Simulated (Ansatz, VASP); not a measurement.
# One calculation of Al, two programs

```
CELL_PARAMETERS angstrom
2.81719 0.00000 0.00000
0.00000 2.81719 0.00000
0.00000 0.00000 17.98410
ATOMIC_POSITIONS crystal
Al 0.50000 0.50000 0.38923
Al 0.00000 0.00000 0.50331
Al 0.50000 0.50000 0.61743
```

Alike in both runs: functional LDA; k mesh 10 × 10 × 1; occupations gaussian, width 0.1 eV; no spin polarisation.

Ansatz relaxed the structure, and its values are those at the end. VASP's run is a single point on that final structure, the one shown.

|  | VASP | Ansatz |
| --- | --- | --- |
| version | VASP 6.6.1 | Ansatz 0.2.0 |
| potentials or method | VASP PAW LDA potentials, release 64 (Al) | scalar-relativistic, plane waves, PAW |
| plane-wave cutoff (eV) | 520 | 420 |
| valence electrons in the cell | 9 | 9 |

Ansatz gave:

```
gap on the k mesh at the Fermi level (eV) : none
rms of the force components (eV/Å)        : 0.005
```

**Question.** Which values does VASP return?

**Answer.** gap on the k mesh at the Fermi level (eV): none; rms of the force components (eV/Å): 0.004.

A gap of «none» marks a metal or a gap that the smearing closes. Ansatz warned: «pseudo_functional_mismatch».
